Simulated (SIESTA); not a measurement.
Here is a SIESTA 5.4.2 calculation.

Contents of BN.fdf:

```
SystemName                      BN
SystemLabel                     BN
NumberOfSpecies                 2
NumberOfAtoms                   2
%block ChemicalSpeciesLabel
  1   7 N
  2   5 B
%endblock ChemicalSpeciesLabel

LatticeConstant                 1.0 Ang
%block LatticeVectors
     0.0000000000     1.8130010000     1.8130010000
     1.8130010000     0.0000000000     1.8130010000
     1.8130010000     1.8130010000     0.0000000000
%endblock LatticeVectors
AtomicCoordinatesFormat         Fractional
%block AtomicCoordinatesAndAtomicSpecies
     0.2500000000     0.2500000000     0.2500000000  1  N
     0.0000000000     0.0000000000     0.0000000000  2  B
%endblock AtomicCoordinatesAndAtomicSpecies

%block kgrid.MonkhorstPack
   13   0   0  0.0
    0  13   0  0.0
    0   0  13  0.0
%endblock kgrid.MonkhorstPack
XC.Functional                   GGA
XC.Authors                      PBE
PAO.BasisSize                   TZP
PAO.EnergyShift                 0.003 Ry
Mesh.Cutoff                     800 Ry
OccupationFunction              FD
ElectronicTemperature           0.05 eV
MaxSCFIterations                120
SCF.MustConverge                false
SCF.Mixer.Method                Pulay
SCF.Mixer.Weight                0.25
SCF.Mixer.History               8
SCF.DM.Tolerance                5.0e-05
SCF.H.Tolerance                 1.0e-03 eV
WriteForces                     true
Charge.Mulliken                 end
```

Potentials or basis: PseudoDojo 0.4 standard (PBE files), TZP (energy shift 0.003 Ry).

Run with:

```sh
$ siesta < BN.fdf > BN.out 2>&1
```

Estimate the pressure.

1.9 GPa.

Estimate the band gap on the k mesh.

4.64 eV, indirect (least direct gap 8.83 eV).

Caveat: an odd mesh through Γ misses points on the zone boundary, where band edges often lie; the basis of atomic orbitals isn't converged, which shifts pressures, moduli and gaps.

The gap isn't set beside the measured one, since this odd mesh misses points on the zone boundary.
